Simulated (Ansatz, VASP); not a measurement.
# Ni3Al: changing the starting magnetic order

```cif
data_structure
_symmetry_space_group_name_H-M 'P 1'
_symmetry_Int_Tables_number 1
_cell_length_a 3.5231
_cell_length_b 3.5231
_cell_length_c 3.5231
_cell_angle_alpha 90.000
_cell_angle_beta 90.000
_cell_angle_gamma 90.000
_cell_volume 43.73
loop_
_atom_site_label
_atom_site_type_symbol
_atom_site_fract_x
_atom_site_fract_y
_atom_site_fract_z
_atom_site_occupancy
Ni1 Ni 0.50000 0.50000 0.00000 1
Ni2 Ni 0.50000 0.00000 0.50000 1
Ni3 Ni 0.00000 0.50000 0.50000 1
Al1 Al 0.00000 0.00000 0.00000 1
```

The cell is a database's computed one, not the measured one.

Kept alike: task single point; functional PBEsol; k mesh 6 × 6 × 6; occupations fermi-dirac, width 0.05 eV. Program: Ansatz, Ansatz PAW, cutoff 420 eV. The mesh is that of the run's cell of 4 atoms. No spin-orbit coupling.

```csv
starting magnetic order,moment of the cell (μB),free energy over the lowest row (meV/atom)
antiferromagnetic,0.67,0.00
antiferromagnetic non-collinear,0.67,0.00
"antiferromagnetic start, larger moments",0.67,0.00
ferrimagnetic,0.67,0.00
ferromagnetic,0.67,0.00
"ferromagnetic start, larger moments",0.67,0.00
non-magnetic,0.00,2.43
random collinear,0.67,0.00
random non-collinear,0.67,0.00
```

For a metal such a mesh leaves the last digits unconverged. Moments of the cell are magnitudes, and a label names the start alone. The runs hold the magnetic state that their start led to, which needn't be the lowest. The row without spin has no moments by construction. All rows use potentials made for PBE.

Task: What does the starting magnetic order change here?

Result: The moment of the cell runs from 0.00 (non-magnetic) to 0.67 μB (antiferromagnetic; antiferromagnetic non-collinear; antiferromagnetic start, larger moments; ferrimagnetic; ferromagnetic; ferromagnetic start, larger moments; random collinear; random non-collinear). A twin series (VASP, PBE PAW files Al, Ni, 520 eV) moves it by +0.002 between antiferromagnetic and random non-collinear, against -0.000 μB here. The free energy is lowest at antiferromagnetic; antiferromagnetic non-collinear; antiferromagnetic start, larger moments; ferrimagnetic; ferromagnetic; ferromagnetic start, larger moments; random collinear; random non-collinear, and 2.43 meV an atom higher at non-magnetic. Starts that end at one energy have found one state: antiferromagnetic; antiferromagnetic non-collinear; antiferromagnetic start, larger moments; ferrimagnetic; ferromagnetic; ferromagnetic start, larger moments; random collinear; random non-collinear.
